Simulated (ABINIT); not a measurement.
Crystal: TePt.

```
CELL_PARAMETERS angstrom
1.98157 1.14406 6.66103
-1.98157 1.14406 6.66103
0.00000 -2.28812 6.66103
ATOMIC_POSITIONS crystal
Pt 0.12967 0.12967 0.12967
Pt 0.87033 0.87033 0.87033
Te 0.40200 0.40200 0.40200
Te 0.59800 0.59800 0.59800
```

```yaml
Program: ABINIT 10.8.3 (patched build)
Task: relaxation of cell and atoms
Functional: LDA
Potentials_or_basis: JTH PAW LDA v2.0
Cutoff: 435 eV
k_mesh: 7 × 7 × 7
Occupations: fermi-dirac, width 0.05 eV
Spin: no spin polarisation
```

At the start: pressure -1.3 GPa; volume 22.65 Å³/atom.

Question: How do energy, volume and symmetry change on relaxing?

Answer: Over 9 steps the energy falls by 5.5 meV/atom and the volume is 22.14 Å³/atom (-2.2 %); space group R-3m (No. 166, to 0.05 Å).

The path:
```
step  energy change (eV)  largest force (eV/Å)  pressure (GPa)  volume (Å³)
   1              0.0000                0.4059           -1.33        90.60
   2             -0.0062                0.3424           -0.88        90.24
   3             -0.0177                0.1851            0.58        89.00
   4             -0.0188                0.1443            0.38        89.04
   5             -0.0201                0.0613           -0.15        89.18
   6             -0.0203                0.0654           -0.19        89.16
   7             -0.0214                0.0572           -0.27        88.88
   8             -0.0218                0.0281           -0.16        88.67
   9             -0.0219                0.0092           -0.03        88.58
```

Final structure:
```xyz
4
Lattice="1.9726 1.1389 6.5712 -1.9726 1.1389 6.5712 0.0000 -2.2778 6.5712" Properties=species:S:1:pos:R:3 pbc="T T T"
Pt    0.0000    0.0000    2.5744
Pt    0.0000    0.0000   17.1392
Te    0.0000    0.0000    7.8905
Te    0.0000    0.0000   11.8231
```
